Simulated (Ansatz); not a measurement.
All numbers below come from Ansatz 0.2.0, DFT PBE, scalar-relativistic, plane waves, PAW. All cells share a 420 eV cutoff and Γ-centred k meshes spaced at most about 0.3 Å⁻¹ (about 0.25 or finer for metals, 2π included). No spin polarisation.

All energies are static (0 K, no zero-point motion).

Two relaxed structures of Be5Te2:

A. Space group C2 (No. 5), monoclinic, a = 7.643 Å, b = 3.988 Å, c = 8.951 Å, β = 114.4°. Be on a site of symmetry 2 has 8 Be at 2.19–2.33 Å and 2 Te at 2.55 Å; Be on a site of symmetry 1 is surrounded by 7 Be at 2.13–2.35 Å and 1 Te at 2.49 Å; around Be on a second site of symmetry 1 lie 6 Be at 2.14–2.35 Å and 2 Te at 2.46–2.50 Å; around Te lie 4 Be at 2.46–2.55 Å.

B. Space group P-3m1 (No. 164), trigonal, a = 3.839 Å, c = 9.737 Å. Be on a site of symmetry -3m has 6 Be at 2.22 Å; Be on a site of symmetry 3m is surrounded by 6 Be at 2.22 Å and 1 Te at 3.02 Å; Be on a second site of symmetry 3m has 4 Te at 2.42–2.55 Å and 3 Be at 2.72 Å; Te has 4 Be at 2.42–2.55 Å and 1 Be at 3.02 Å.

Question: Which form is favoured at zero pressure, and by what margin per atom?

Answer: A is lower, by 32 meV/atom. A has space group C2 (No. 5), 17.7 Å³/atom and no gap on its mesh; B has space group P-3m1 (No. 164), 17.8 Å³/atom and no gap. Counting Be atoms around Te (those within 1.25 times the shortest such distance or 1.15 times the sum of covalent radii, 1.27 where that leaves under three; a plus sign parts nearer from farther groups), A has Te 4 and B has Te 4+1. Even the lower one lies +0.16 eV/atom against the reference forms of the elements (uncorrected), so neither is stable at this level. Origin: A, invented, then shaken at random and relaxed again; B, invented.

Spin–orbit coupling, which can matter for Te, is left out. Cells relaxed within their symmetry can be saddle points.
